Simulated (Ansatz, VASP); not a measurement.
## Re in VASP and in Ansatz

```
Re
1.0
     0.00000    1.99475    1.97500
     1.99475    0.00000    1.97500
     1.99475    1.99475    0.00000
Re
1
Direct
  0.00000 0.00000 0.00000
```

Change from the starting cell: equal xx and yy strain of +1 %.

Alike in both runs: task single point; functional LDA; k mesh 14 × 14 × 14; occupations fermi-dirac, width 0.03 eV; no spin polarisation.

|  | VASP | Ansatz |
| --- | --- | --- |
| version | VASP 6.6.1 | Ansatz 0.2.0 |
| potentials or method | VASP PAW LDA potentials, release 64 (Re), cutoff 520 eV | all-electron LAPW, scalar-relativistic |

```csv
,VASP,Ansatz,Ansatz less VASP
pressure (GPa),-28.9,-29.3,-0.41
largest component of the traceless stress (GPa),1.03,1.03,+0.002
```

Ansatz ran all-electron here, so the differences hold the error of VASP's frozen core and of both bases.

Caveats: so large a pressure means that the cell lies far from this level's equilibrium, or that cutoff or potentials fall short (VASP). Spin-orbit coupling is left out, which matters for the levels of Re.
